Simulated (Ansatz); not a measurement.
# Pt: single point with PBEsol

The system is Pt.

```
Pt
1.0
     0.00000    1.96090    1.96090
     1.96090    0.00000    1.96090
     1.96090    1.96090    0.00000
Pt
1
Cartesian
  0.0000 0.0000 0.0000
```

```yaml
Program: Ansatz 0.2.0
Task: single point
Functional: PBEsol
Potentials_or_basis: all-electron LAPW, scalar-relativistic
Cutoff: 270 eV (chosen from the basis error)
Basis_error_allowed: 0.001 eV/atom
k_mesh: 12 × 12 × 12
Occupations: gaussian, width 0.1 eV
Spin: no spin polarisation
```

```yaml
Pressure: -0.7 GPa
Band_gap_on_the_k_mesh: none (metal or under the smearing width)
```

Levels at points of the mesh, in eV from the Fermi level:
```
             k point  band 18  band 19  band 20  band 21  band 22  band 23  band 24  band 25
  (0.00, 0.00, 0.00)    -3.83    -3.83    -3.83    -1.65    -1.65    14.52    19.46    19.46
 (0.00, 0.00, -0.50)    -3.89    -3.89    -0.59     0.03     0.03     5.79    14.08    18.86
(0.00, -0.50, -0.50)    -6.68     0.00     0.48     0.48     1.67     8.82    11.29    11.29
```

Run time: 12 s on 1 thread of Arm Neoverse V2 (shared host), peak memory 0.28 GiB.

Spin-orbit coupling is left out, which matters for the levels of Pt.
